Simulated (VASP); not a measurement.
Here is a VASP 6.6.1 calculation.

The input INCAR:

```
SYSTEM = Al2ZnO4
PREC = Accurate
ENCUT = 600
EDIFF = 1E-7
ISMEAR = 0
SIGMA = 0.03
LREAL = .FALSE.
LASPH = .TRUE.
NELM = 80
ALGO = Normal
ISIF = 3
LWAVE = .FALSE.
LCHARG = .FALSE.
GGA = PE
IVDW = 12
IBRION = 2
NSW = 90
EDIFFG = -0.005
KPAR = 4
```

Contents of KPOINTS:

```
regular mesh
0
G
  6 6 6
  0 0 0
```

File POSCAR:

```
Al2ZnO4                                 
1.0
   -0.0000000000      4.0596091273      4.0596091273
    4.0596091273      0.0000000000      4.0596091273
    4.0596091273      4.0596091273      0.0000000000
  Al              Zn              O             
     4     2     8
Direct
     0.1250000000000000    0.1250000000000000    0.1250000000000000
     0.6250000000000000    0.1250000000000000    0.1250000000000000
     0.1250000000000000    0.1250000000000000    0.6250000000000000
     0.1250000000000000    0.6250000000000000    0.1250000000000000
     0.7500000000000000    0.7500000000000000    0.7500000000000000
     0.5000000000000000    0.5000000000000000    0.5000000000000000
     0.8892426325879462    0.8892426325879462    0.8892426325879462
     0.9177278977638315    0.3607573674120538    0.3607573674120538
     0.8892426325879462    0.8892426325879462    0.3322721022361685
     0.3607573674120538    0.9177278977638315    0.3607573674120538
     0.3322721022361685    0.8892426325879462    0.8892426325879462
     0.3607573674120538    0.3607573674120538    0.3607573674120538
     0.8892426325879462    0.3322721022361685    0.8892426325879462
     0.3607573674120538    0.3607573674120538    0.9177278977638315
```

Potentials or basis: VASP PAW PBE potentials, release 64 (Al, Zn, O).

Command:

```console
$ cat potpaw_PBE.64/Al/POTCAR potpaw_PBE.64/Zn/POTCAR potpaw_PBE.64/O/POTCAR > POTCAR
$ mpirun -np 4 vasp_std > vasp.out
```

Task: What does it give for the band gap on the k mesh?

Result: 4.00 eV, direct.

Task: Estimate the dispersion energy per atom.

Result: -0.229 eV.

Final structure:
```
Al Zn O
1.0
     0.00000    4.05961    4.05961
     4.05961    0.00000    4.05961
     4.05961    4.05961    0.00000
Al Zn O
4 2 8
Direct
  0.12500 0.12500 0.12500
  0.62500 0.12500 0.12500
  0.12500 0.12500 0.62500
  0.12500 0.62500 0.12500
  0.75000 0.75000 0.75000
  0.50000 0.50000 0.50000
  0.88924 0.88924 0.88924
  0.91773 0.36076 0.36076
  0.88924 0.88924 0.33227
  0.36076 0.91773 0.36076
  0.33227 0.88924 0.88924
  0.36076 0.36076 0.36076
  0.88924 0.33227 0.88924
  0.36076 0.36076 0.91773
```

Caveat: the relaxation stopped at its first step, so nothing moved. A k mesh can miss the band edges.
